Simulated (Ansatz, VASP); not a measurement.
## Two plane-wave programs on AlN

```
Al N
1.0
     0.00000    2.04557    2.04557
     2.04557    0.00000    2.04557
     2.04557    2.04557    0.00000
Al N
1 1
Cartesian
  2.0456 2.0456 2.0456
  0.0000 0.0000 0.0000
```

Alike in both runs: task single point; functional r2SCAN; k mesh 10 × 10 × 10; occupations gaussian, width 0.02 eV; no spin polarisation.

|  | VASP | Ansatz |
| --- | --- | --- |
| version | VASP 6.6.1 | Ansatz 0.2.0 |
| potentials or method | VASP PAW PBE potentials, release 64 (Al, N) | scalar-relativistic, plane waves, PAW |
| plane-wave cutoff (eV) | 520 | 500 |
| valence electrons in the cell | 8 | 8 |

```csv
,VASP,Ansatz,Ansatz less VASP
gap on the k mesh at the Fermi level (eV),5.13,5.13,-0.004
least direct gap on the mesh (eV),5.99,5.95,-0.045
pressure (GPa),-10.8,-10.1,+0.75
```

The functional is the same, so the differences come from potentials, cutoffs and numerics.

Caveats: the PAW data sets were made with another functional, which shifts forces and pressure a little (VASP). A k mesh can miss the band edges.
